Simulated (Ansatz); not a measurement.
## SnO (Pmn2_1), a sublattice moved along a line

All numbers below come from DFT PBEsol, scalar-relativistic, plane waves, PAW (Ansatz 0.2.0). Cutoff 420 eV, Γ-centred 8×6×8 k-points, Gaussian smearing of 0.05 eV. No spin polarisation. Energies are free energies at this smearing, counted from the undisturbed cell; pressure is positive in compression.

The undisturbed cell (relaxed at this level; this form isn't the usual structure):

```
Sn O
1.0
     3.31561    0.00000    0.00000
     0.00000    5.70499    0.00000
     0.00000    0.00000    3.89416
Sn O
2 2
Direct
  0.00000 0.23379 0.52617
  0.50000 0.76621 0.02617
  0.00000 0.88536 0.72383
  0.50000 0.11464 0.22383
```

The cell holds layers and no dispersion correction was added, so their binding is poorly described.

Every O atom is moved by x along the Cartesian unit vector (0.707, -0.707, 0.000); the cell and all other atoms stay fixed.

| x (Å) | ΔE (meV/cell) |
| --- | --- |
| -0.5000 | 1999.1 |
| -0.2500 | 471.1 |
| 0.0000 | 0.0 |
| 0.0625 | 28.8 |
| 0.1250 | 115.7 |
| 0.1875 | 262.3 |
| 0.3125 | 745.3 |
| 0.3750 | 1088.7 |
| 0.4375 | 1505.4 |

**Question.** Predict the gap on the mesh (eV) at each point.

**Answer.**
```
  x (Å) gap on the mesh (eV)
-0.5000                  0.53
-0.2500                  1.10
 0.0000                  1.24
 0.0625                  1.23
 0.1250                  1.20
 0.1875                  1.16
 0.3125                  1.02
 0.3750                  0.85
 0.4375                  0.69
```